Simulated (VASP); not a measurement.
Crystal: SnS2 (Berndtite-2T).

```
Sn S
1.0
     3.63900    0.00000    0.00000
    -1.81950    3.15147    0.00000
     0.00000    0.00000    5.86800
Sn S
1 2
Direct
  0.00000 0.00000 0.00000
  0.33333 0.66667 0.25000
  0.66667 0.33333 0.75000
```

```yaml
Program: VASP 6.6.1
Task: relaxation of cell and atoms
Functional: optB86b-vdW
Potentials_or_basis: VASP PAW PBE potentials, release 64 (Sn_d, S)
Cutoff: 600 eV
k_mesh: 9 × 9 × 5
Occupations: gaussian, width 0.03 eV
Spin: no spin polarisation
```

At the start: pressure 2.8 GPa; volume 22.43 Å³/atom.

Q: Where does the relaxation end?

A: Over 8 steps the energy falls by 6.5 meV/atom and the volume is 23.10 Å³/atom (+3.0 %); space group P-3m1 (No. 164, to 0.05 Å).

The path:
```
step  energy change (eV)  largest force (eV/Å)  pressure (GPa)  volume (Å³)
   1              0.0000                0.3340            2.77        67.30
   2             -0.0033                0.3181           -2.21        71.14
   3             -0.0192                0.0221           -0.04        69.26
   4             -0.0192                0.0157            0.07        69.22
   5             -0.0194                0.0023            0.02        69.26
   6             -0.0194                0.0128            0.02        69.28
   7             -0.0194                0.0145            0.02        69.28
   8             -0.0195                0.0051           -0.04        69.31
```

Final structure:
```
Sn S
1.0
     3.68191    0.00000    0.00000
    -1.84095    3.18863    0.00000
     0.00000    0.00000    5.90382
Sn S
1 2
Direct
  0.00000 0.00000 0.00000
  0.33333 0.66667 0.25128
  0.66667 0.33333 0.74872
```

Caveat: the PAW data sets were made with another functional, which shifts forces and pressure a little.
